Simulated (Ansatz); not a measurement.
Sb in Ansatz: the effect of functional

Crystal: Sb.

```
CELL_PARAMETERS angstrom
0.00000 -2.37124 -2.37124
-2.37124 0.00000 -2.37124
2.37124 2.37124 -4.74249
ATOMIC_POSITIONS crystal
Sb 0.48982 0.45774 0.56015
Sb 0.01018 0.04226 0.93985
```

The cell isn't the ideal one: all atoms moved at random, sigma 0.25 Å a component.

Alike in all runs:

```yaml
Program: Ansatz 0.2.0
Task: band structure
Potentials_or_basis: Ansatz PAW
k_mesh: 9 × 9 × 5
Occupations: fermi-dirac, width 0.05 eV
Spin: no spin polarisation
```

```tsv
functional	cutoff	pressure (GPa)	largest force (eV/Å)
LDA	420 eV (not typed: the program's choice for these potentials)	?	?
PBEsol	420 eV (not typed: the program's choice for these potentials)	9.7	1.76
RPBE	420 eV (not typed: the program's choice for these potentials)	14.5	2.03
revPBE	420 eV (not typed: the program's choice for these potentials)	14.1	2.01
BLYP	420 eV (not typed: the program's choice for these potentials)	18.5	1.98
r2SCAN	500 eV (not typed: the program's choice for these potentials)	12.5	1.53
```

Q: What does the run with functional LDA give?

A: Pressure 8.2 GPa; largest force 1.54 eV/Å.

Caveats: the PAW data sets come from PBE, with cores solved anew for the run's functional, which leaves a small shift of forces and pressure; forces of over 1 eV/Å show positions far from the minimum, so gaps and moduli don't describe the material at rest.

Runs at the PBE level aren't shown here.
